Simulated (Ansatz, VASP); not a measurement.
**One calculation of Ni, two programs**

File INCAR:

```
SYSTEM = Ni
PREC = Accurate
ENCUT = 520
EDIFF = 1E-6
ISMEAR = -1
SIGMA = 0.05
LREAL = .FALSE.
LASPH = .TRUE.
NELM = 150
ALGO = Normal
ISIF = 2
LWAVE = .FALSE.
LCHARG = .FALSE.
ISPIN = 2
MAGMOM = 2
LORBIT = 11
LMAXMIX = 4
GGA = PE
NBANDS = 15
```

File KPOINTS:

```
Automatic mesh
0
G
  12 12 12
  0 0 0
```

Contents of POSCAR:

```
Ni
1.0
    0.0000000000      1.7701000000      1.7701000000
    1.7701000000      0.0000000000      1.7701000000
    1.7701000000      1.7701000000      0.0000000000
Ni
1
Direct
    0.0000000000      0.0000000000      0.0000000000
```

Input for Ansatz:

```yaml
crystal:
  lattice:
    - [0.0, 1.7701, 1.7701]
    - [1.7701, 0.0, 1.7701]
    - [1.7701, 1.7701, 0.0]
  atoms:
    - { symbol: Ni, position: [0.0, 0.0, 0.0], spin: 2.0 }
magnetization:
  spin_polarized: true
hamiltonian:
  xc: pbe
  pseudopotentials: { kind: paw }
basis:
  ecutwfc: 420
kpoints:
  mp_grid: { grid: [12, 12, 12] }
scf:
  occupations: { method: fermi_dirac, width: 0.05 }
  lower_state_search: "off"
  max_iter: 10
output:
  forces: true
  stress: true
```

Alike in both runs: task single point; functional PBE; k mesh 12 × 12 × 12; occupations fermi-dirac, width 0.05 eV; collinear spin.

```csv
,VASP,Ansatz
version,VASP 6.6.1,Ansatz 0.2.0
potentials or method,"VASP PAW PBE potentials, release 64 (Ni)","PAW, plane waves, scalar-relativistic"
plane-wave cutoff (eV),520,420
valence electrons in the cell,10,18
```

```tsv
	VASP	Ansatz	Ansatz less VASP
pressure (GPa)	-3.1	-3.1	0.00
net moment per atom (μB)	0.68	0.69	+0.013
size of the moment on the site where the two differ most (μB)	0.69	0.73	+0.041
```

Site moments also hang on the region over which each program counts them. The two sets of potentials don't hold the same shells in valence. Ansatz warned: «magnetization_residual_over_threshold».
